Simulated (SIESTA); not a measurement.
**TiO2 under changes of volume**

One of the cells (12.226 Å³/atom); the others are scaled copies at fixed shape and fractional positions:

```
Ti O
1.0
     6.15358   -1.88347    0.00000
     6.15358    1.88347    0.00000
    -1.92833    0.00000    6.32897
Ti O
4 8
Direct
  0.90007 0.90007 0.28960
  0.19529 0.19529 0.28376
  0.09993 0.09993 0.71040
  0.80471 0.80471 0.71624
  0.36193 0.36193 0.29340
  0.26349 0.26349 0.65250
  0.86719 0.86719 0.99529
  0.73651 0.73651 0.34750
  0.94165 0.94165 0.63002
  0.13281 0.13281 0.00471
  0.63807 0.63807 0.70660
  0.05835 0.05835 0.36998
```

The cell comes from a database or a generator and needn't be the stable form of this composition.

| Quantity | Value |
| --- | --- |
| Program | SIESTA 5.4.2 |
| Functional | LDA |
| Potentials or basis | PseudoDojo 0.4 standard (LDA files) |
| Basis | DZP (energy shift 0.003 Ry; two zetas on semicore shells) |
| Grid cutoff | 800 Ry |
| Energy shift | 0.003 Ry |
| k mesh | 6 × 6 × 3 |
| Occupations | fermi-dirac, width 0.05 eV |
| Spin | no spin polarisation |

| volume (Å³/atom) | energy over the lowest point (meV/atom) | pressure (GPa) | gap on the mesh (eV) | largest force (eV/Å) |
| --- | --- | --- | --- | --- |
| 11.492 | ? | ? | ? | ? |
| 11.737 | 0.00 | -0.6 | 2.74 | 0.218 |
| 11.981 | 4.21 | -4.9 | 2.67 | 0.214 |
| 12.226 | 14.62 | -8.7 | 2.61 | 0.231 |
| 12.470 | 30.58 | -12.1 | 2.55 | 0.274 |
| 12.715 | 51.50 | -15.2 | 2.48 | 0.349 |

Problem. What does the run at 11.492 Å³/atom give?

Solution. Energy over the lowest point 2.66 meV/atom; pressure 4.2 GPa; gap on the mesh 2.81 eV; largest force 0.342 eV/Å.

Worked out: A Birch-Murnaghan fit of order 3 (a polynomial in V^(-2/3)) to the other rows has its minimum at 11.71 Å³/atom, just outside them, with B0 = V·E''(V) = 222 GPa and B' = 4.5 at fixed shape and positions, which overstates the stiffness. It gives 2.78 meV/atom at 11.492 Å³/atom, against the run's 2.66, and -dE/dV = 4.3 GPa, against 4.2. A straight line through the other rows of the gap, of slope -3.2 eV per unit of ln V, extrapolates to 2.81 eV, against the run's 2.81.

Energies are extrapolated to zero smearing.

Caveats: an odd mesh through Γ misses points on the zone boundary, where band edges often lie; the basis of atomic orbitals isn't converged, which shifts pressures, moduli and gaps.
